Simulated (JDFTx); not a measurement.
**CdS (Hawleyite): equation of state with PBE**

The system is CdS (Hawleyite).

```
Cd S
1.0
     0.00000    2.91650    2.91650
     2.91650    0.00000    2.91650
     2.91650    2.91650    0.00000
Cd S
1 1
Direct
  0.00000 0.00000 0.00000
  0.75000 0.75000 0.75000
```

```
Program             : JDFTx 1.7.0 (patched build)
Task                : equation of state
Functional          : PBE
Potentials or basis : PseudoDojo-SR-PBE-0.5-standard with smoothed tails
Cutoff              : 1388 eV
Density cutoff      : 11102 eV
k mesh              : 8 × 8 × 8
Occupations         : fermi-dirac, width 0.05 eV
Spin                : no spin polarisation
```

```json
{
 "Equilibrium volume": "26.04 Å³/atom",
 "Bulk modulus": "54 GPa",
 "Pressure derivative of the bulk modulus": "4.5"
}
```

Energy against volume, from the lowest point:
| volume (Å³/atom) | energy (meV/atom) |
| --- | --- |
| 23.319 | 57.80 |
| 23.815 | 37.04 |
| 24.312 | 21.37 |
| 24.808 | 10.27 |
| 25.304 | 3.29 |
| 25.800 | 0.00 |
| 26.296 | 0.04 |

PBE usually gives volumes a little too large and moduli too small. Zero-point motion and thermal expansion aren't in these numbers.
